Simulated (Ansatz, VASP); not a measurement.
Sr: VASP beside Ansatz

```xyz
1
Lattice="0.0000 3.0521 3.0521 3.0521 0.0000 3.0521 3.0521 3.0521 0.0000" Properties=species:S:1:pos:R:3 pbc="T T T"
Sr    0.0000    0.0000    0.0000
```

Alike in both runs: task single point; functional r2SCAN; k mesh 9 × 9 × 9; occupations fermi-dirac, width 0.2 eV; no spin polarisation.

```csv
,VASP,Ansatz
version,VASP 6.6.1,Ansatz 0.2.0
potentials or method,"VASP PAW PBE potentials, release 64 (Sr_sv)","plane waves (500 eV) with PAW, scalar-relativistic"
plane-wave cutoff (eV),520,500
valence electrons in the cell,10,10
```

|  | VASP | Ansatz | Ansatz less VASP |
| --- | --- | --- | --- |
| pressure (GPa) | 0.1 | 0.1 | -0.02 |

Caveats: the PAW data sets were made with another functional, which shifts forces and pressure a little (VASP).
